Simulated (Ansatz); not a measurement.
# CuO: the cost of one run

Computed with Ansatz 0.2.0 (DFT LDA+U (U_eff = 4 eV on Cu d), plane waves, PAW, unless a step's input says otherwise).

2 further runs of the same task are left out: 2 that didn't finish.

## (1) The system as given

It takes space group C2/c (No. 15, monoclinic). The conventional cell has a = 4.684 Å, b = 3.423 Å, c = 5.129 Å, α = 90.00°, β = 99.54°, γ = 90.00°. Around Cu (site symmetry -1) lie 4 O at 1.95 to 1.96 Å. Around O (site symmetry 2) lie 4 Cu at 1.95 to 1.96 Å.

Coordinates:

```
CELL_PARAMETERS angstrom
2.34185 -1.71130 0.00000
2.34185 1.71130 0.00000
-0.85003 0.00000 5.05787
ATOMIC_POSITIONS crystal
Cu 0.00000 0.50000 0.00000
Cu 0.50000 0.00000 0.50000
O 0.58160 0.41840 0.25000
O 0.41840 0.58160 0.75000
```

## (2) Ferromagnetic start, free, symmetry kept, no search

Input file input.yaml:

```yaml
crystal:
  lattice:
    - [2.34184962, -1.71129972, 0.0]
    - [2.34184962, 1.71129972, 0.0]
    - [-0.85002986, 0.0, 5.05786919]
  atoms:
    - { symbol: Cu, position: [0.0, 0.5, 0.0], spin: 1.0 }
    - { symbol: Cu, position: [0.5, 0.0, 0.5], spin: 1.0 }
    - { symbol: O, position: [0.5816, 0.4184, 0.25] }
    - { symbol: O, position: [0.4184, 0.5816, 0.75] }
basis:
  ecutwfc: 420
  ecutrho_ratio: 4
kpoints:
  mp_grid: { grid: [7, 7, 4] }
hamiltonian:
  xc: lda
  hubbard:
    sites: [{ site: 0, l: d, u_eff: 4.0 }, { site: 1, l: d, u_eff: 4.0 }]
scf:
  occupations: { method: gaussian, width: 0.05 }
  lower_state_search: "off"
  max_iter: 150
output:
  forces: true
  stress: true
  eigenvalues: true
  populations: true
  hubbard: { sites: [{ site: 0, l: d }, { site: 1, l: d }] }
magnetization:
  spin_polarized: true
```

Command:

```bash
$ ansatz run input.yaml --threads 2 --pin off --max-ram 3072MiB --backend cpu --events-out ev --progress --plain --runs-dir out
```

Q: Estimate wall time and peak memory on 2 threads of Arm Neoverse N1, shared host.

About 15 s, with a peak of 0.43 GiB.
